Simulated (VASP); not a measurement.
# MgS in VASP: one cell, several levels of theory, part 2 of 2

VASP 6.6.1, plane waves, PAW. The steps go on from the part before.

### 3 r2SCAN

Contents of INCAR:

```
ENCUT = 520.000000
SIGMA = 0.010000
EDIFF = 1.00e-07
ALGO = Normal
METAGGA = R2SCAN
PREC = Accurate
IBRION = -1
ISIF = 2
ISMEAR = 0
NBANDS = 11
NELM = 120
NSW = 0
LASPH = .TRUE.
LCHARG = .FALSE.
LWAVE = .FALSE.
LREAL = .FALSE.
```

Contents of KPOINTS:

```
KPOINTS created by Atomic Simulation Environment
0
Gamma
8 8 8
0 0 0
```

Contents of KPOINTS_OPT:

```
special points
7
Reciprocal
0.0000000000 0.0000000000 0.0000000000 1
0.5000000000 0.0000000000 0.5000000000 1
0.6250000000 0.2500000000 0.6250000000 1
0.3750000000 0.3750000000 0.7500000000 1
0.5000000000 0.5000000000 0.5000000000 1
0.5000000000 0.2500000000 0.7500000000 1
0.0000000000 0.5000000000 0.5000000000 1
```

Contents of POSCAR:

```
Mg S
 1.0000000000000000
    -0.0000000000000000    2.6015179370171326    2.6015179370171326
     2.6015179370171326    0.0000000000000000    2.6015179370171326
     2.6015179370171326    2.6015179370171326   -0.0000000000000000
 Mg  S
   1   1
Cartesian
 -0.0000000000000000 -0.0000000000000000  0.0000000000000000
  2.6015179370171331  2.6015179370171331  2.6015179370171331
```

Started as:

```sh
$ mpirun -np 1 vasp_std
```

Printed to the terminal (iteration lines stand in OSZICAR):

```text
POSCAR found type information on POSCAR MgS
 POSCAR found :  2 types and       2 ions
 -----------------------------------------------------------------------------
|                                                                             |
|                                                                             |
|     You enforced a specific xc type in the INCAR file but a different       |
|     I HOPE YOU KNOW WHAT YOU ARE DOING!                                     |
|                                                                             |
 -----------------------------------------------------------------------------

 LDA part: xc-table for (None), standard interpolation
 POSCAR, INCAR and KPOINTS ok, starting setup
 FFT: planning ... GRIDC
 FFT: planning ... GRID_SOFT
 FFT: planning ... GRID
 WAVECAR not read
 entering main loop
 Start KPOINTS_OPT (optional k-point list driver)
k-point batch [1-7\7]
```

OSZICAR:

```text
N       E                     dE             d eps       ncg     rms          rms(c)
DAV:   1     0.132622870604E+02    0.13262E+02   -0.36605E+03   686   0.608E+02
DAV:   2    -0.157909545187E+02   -0.29053E+02   -0.27699E+02   805   0.105E+02
DAV:   3    -0.170974265892E+02   -0.13065E+01   -0.13047E+01   774   0.232E+01
DAV:   4    -0.171052290672E+02   -0.78025E-02   -0.78021E-02   784   0.214E+00
DAV:   5    -0.171053002129E+02   -0.71146E-04   -0.71145E-04   775   0.191E-01    0.464E+00
DAV:   6    -0.155211686746E+02    0.15841E+01   -0.98046E-01   677   0.545E+00    0.464E+00
DAV:   7    -0.155075256509E+02    0.13643E-01   -0.19796E-01   794   0.218E+00    0.256E+00
DAV:   8    -0.155104900430E+02   -0.29644E-02   -0.82503E-03   716   0.668E-01    0.282E-01
DAV:   9    -0.155105135625E+02   -0.23519E-04   -0.80609E-04   763   0.160E-01    0.155E-01
DAV:  10    -0.155105278991E+02   -0.14337E-04   -0.64254E-05   751   0.576E-02    0.124E-02
DAV:  11    -0.155105282858E+02   -0.38670E-06   -0.24018E-06   739   0.119E-02    0.746E-03
DAV:  12    -0.155105277316E+02    0.55418E-06   -0.76285E-08   655   0.195E-03    0.666E-03
DAV:  13    -0.155105274421E+02    0.28951E-06   -0.37281E-08   430   0.107E-03    0.313E-04
DAV:  14    -0.155105274662E+02   -0.24093E-07   -0.20075E-09   427   0.350E-04
   1 F= -.15510527E+02 E0= -.15510527E+02  d E =-.334911E-15
       N       E                     dE             ncg
DAV:   1     0.346070940638E+03   -0.19097E+04      154
DAV:   2     0.129410704978E+03   -0.21666E+03      199
DAV:   3     0.120792542503E+03   -0.86182E+01      198
DAV:   4     0.120741506021E+03   -0.51036E-01      200
DAV:   5     0.120741072802E+03   -0.43322E-03      211
DAV:   6     0.120741068147E+03   -0.46550E-05      200
DAV:   7     0.120741068061E+03   -0.86410E-07      202
```

OUTCAR, selected sections:

```text
k-points           NKPTS =     29   k-points in BZ     NKDIM =     29   number of bands    NBANDS=     11

   NELECT =       8.0000    total number of electrons

   dimension x,y,z NGX =    28 NGY =   28 NGZ =   28
   dimension x,y,z NGXF=    56 NGYF=   56 NGZF=   56

  energy-cutoff  :      520.00
  volume of cell :       35.21
      direct lattice vectors                 reciprocal lattice vectors
     0.000000000  2.601517937  2.601517937    -0.192195484  0.192195484  0.192195484
     2.601517937  0.000000000  2.601517937     0.192195484 -0.192195484  0.192195484
     2.601517937  2.601517937  0.000000000     0.192195484  0.192195484 -0.192195484

 k-points in reciprocal lattice and weights: KPOINTS created by Atomic Simulation Env
   0.00000000  0.00000000  0.00000000       0.002
   0.12500000  0.00000000  0.00000000       0.016
   0.25000000  0.00000000  0.00000000       0.016
   0.37500000  0.00000000  0.00000000       0.016
   0.50000000  0.00000000  0.00000000       0.008
   0.12500000  0.12500000  0.00000000       0.012
   0.25000000  0.12500000  0.00000000       0.047
   0.37500000  0.12500000  0.00000000       0.047
[... 21 more k-points ...]

 E-fermi :   3.5445

 k-point     1 :       0.0000    0.0000    0.0000
  band No.  band energies     occupation
      1      -9.6895      2.00000
      2       3.4942      2.00000
      3       3.4942      2.00000
      4       3.4942      2.00000
      5       8.1104      0.00000
      6      12.0251      0.00000
      7      12.0251      0.00000
      8      12.0251      0.00000
      9      14.4359      0.00000
     10      14.4359      0.00000
     11      17.0380      0.00000

 k-point     2 :       0.1250    0.0000    0.0000
  band No.  band energies     occupation
      1      -9.5343      2.00000
      2       2.4811      2.00000
      3       3.3887      2.00000
      4       3.3887      2.00000
      5       8.8662      0.00000
      6      11.7550      0.00000
      7      12.2872      0.00000
      8      12.2872      0.00000
      9      13.8491      0.00000
     10      13.8491      0.00000
     11      17.2811      0.00000

 k-point     3 :       0.2500    0.0000    0.0000
  band No.  band energies     occupation
      1      -9.1156      2.00000
      2       0.6959      2.00000
      3       3.1574      2.00000
      4       3.1574      2.00000
      5       9.2016      0.00000
      6      11.9228      0.00000
      7      11.9228      0.00000
      8      12.6209      0.00000
      9      14.4651      0.00000
     10      14.4651      0.00000
     11      16.4625      0.00000

 k-point     4 :       0.3750    0.0000    0.0000
  band No.  band energies     occupation
      1      -8.6074      2.00000
      2      -0.7884      2.00000
      3       2.9526      2.00000
      4       2.9526      2.00000
      5       8.8649      0.00000
      6      11.2486      0.00000
      7      11.2486      0.00000
      8      14.3096      0.00000
      9      16.1163      0.00000
     10      16.4986      0.00000
     11      16.4986      0.00000

 k-point     5 :       0.5000    0.0000    0.0000
  band No.  band energies     occupation
      1      -8.3567      2.00000
      2      -1.3830      2.00000
      3       2.8741      2.00000
      4       2.8741      2.00000
      5       8.7107      0.00000
      6      10.9972      0.00000
      7      10.9972      0.00000
      8      14.7299      0.00000
      9      16.7278      0.00000
     10      18.5858      0.00000
     11      18.5858      0.00000

 k-point     6 :       0.1250    0.1250    0.0000
  band No.  band energies     occupation
      1      -9.4833      2.00000
      2       2.5320      2.00000
      3       3.1632      2.00000
      4       3.1632      2.00000
      5       9.2047      0.00000
      6      11.0766      0.00000
      7      12.6912      0.00000
      8      12.7346      0.00000
      9      12.7346      0.00000
     10      14.7071      0.00000
     11      18.3465      0.00000

 k-point     7 :       0.2500    0.1250    0.0000
  band No.  band energies     occupation
      1      -9.1534      2.00000
      2       1.1982      2.00000
      3       2.8687      2.00000
      4       2.9300      2.00000
      5       9.7632      0.00000
      6      10.9588      0.00000
      7      11.5897      0.00000
      8      12.9319      0.00000
      9      14.0165      0.00000
     10      15.2033      0.00000
     11      17.9113      0.00000

 k-point     8 :       0.3750    0.1250    0.0000
  band No.  band energies     occupation
      1      -8.6681      2.00000
      2      -0.2777      2.00000
      3       2.5684      2.00000
      4       2.6777      2.00000
      5       9.4526      0.00000
      6      10.7722      0.00000
      7      12.1879      0.00000
      8      12.5795      0.00000
      9      15.8182      0.00000
     10      17.0609      0.00000
     11      17.4906      0.00000

 k-point     9 :       0.5000    0.1250    0.0000
  band No.  band energies     occupation
      1      -8.3100      2.00000
      2      -1.1399      2.00000
      3       2.2451      2.00000
      4       2.6737      2.00000
      5       9.3212      0.00000
      6      10.4589      0.00000
      7      11.5917      0.00000
      8      14.4563      0.00000
      9      16.4897      0.00000
     10      18.4193      0.00000
     11      18.6124      0.00000

 k-point    10 :      -0.3750    0.1250    0.0000
  band No.  band energies     occupation
      1      -8.3933      2.00000
      2      -0.9484      2.00000
      3       2.1205      2.00000
      4       2.8550      2.00000
      5       9.5099      0.00000
      6      10.6321      0.00000
      7      11.4342      0.00000
      8      14.2982      0.00000
      9      16.2308      0.00000
     10      16.9871      0.00000
     11      19.3573      0.00000

 k-point    11 :      -0.2500    0.1250    0.0000
  band No.  band energies     occupation
      1      -8.8355      2.00000
      2       0.1727      2.00000
      3       2.2756      2.00000
      4       3.1416      2.00000
      5       9.8897      0.00000
      6      11.3056      0.00000
      7      11.7811      0.00000
      8      12.4260      0.00000
      9      14.0663      0.00000
     10      17.0881      0.00000
     11      17.5771      0.00000

[... the tables of k-points 12 to 29 left out ...]

  Total       -0.1025312     -0.1025312     -0.1025312     -0.0000000     -0.0000000      0.0000000
  in kB       -4.6650478     -4.6650478     -4.6650478     -0.0000000     -0.0000000      0.0000000
  external PRESSURE =      -4.6650478 kB  Pullay stress =       0.0000000 kB

 POSITION                                       TOTAL-FORCE (eV/Angst)
 -----------------------------------------------------------------------------------
      0.00000      0.00000      0.00000         0.000000     -0.000000     -0.000000
      2.60152      2.60152      2.60152        -0.000000      0.000000      0.000000
 -----------------------------------------------------------------------------------
    total drift:                                0.000000      0.000000      0.000000

  FREE ENERGIE OF THE ION-ELECTRON SYSTEM (eV)
  ---------------------------------------------------
  free  energy   TOTEN  =       -15.5105274662 eV

  energy  without entropy=      -15.5105274662  energy(sigma->0) =      -15.51052747
```

It took 45 s on 1 MPI rank of Intel Xeon Platinum 8488C, shared host; peak memory 0.17 GiB.

The levels at the points of KPOINTS_OPT are read from vasprun.xml.

Near the gap, in eV above the top of the last filled band v; c is the band after it:

| point | v−1 | v | c | c+1 |
| --- | --- | --- | --- | --- |
| Γ | 0.00 | 0.00 | 4.62 | 8.53 |
| X | -1.73 | -1.73 | 3.43 | 4.93 |
| U | -3.20 | -1.40 | 4.54 | 7.34 |
| K | -3.20 | -1.40 | 4.54 | 7.34 |
| L | -0.62 | -0.62 | 5.22 | 7.50 |
| W | -3.28 | -2.35 | 5.90 | 8.63 |

The r2SCAN gap is 3.43 eV and indirect (Γ to X), with 4.62 eV as the least direct one. The pressure is -0.47 GPa; the forces vanish within 0.01 eV/Å.

### 4 What came out

The summary covers parts 1 to 2.

```
 level  gap (eV)  pressure (GPa)
   PBE      2.78            0.88
r2SCAN      3.43           -0.47
```

In words: The gap runs from 2.78 eV (PBE) to 3.43 eV (r2SCAN). At this one volume the pressure spans -0.5 GPa (r2SCAN) to 0.9 GPa (PBE): PBE wants the largest cell and r2SCAN the smallest.
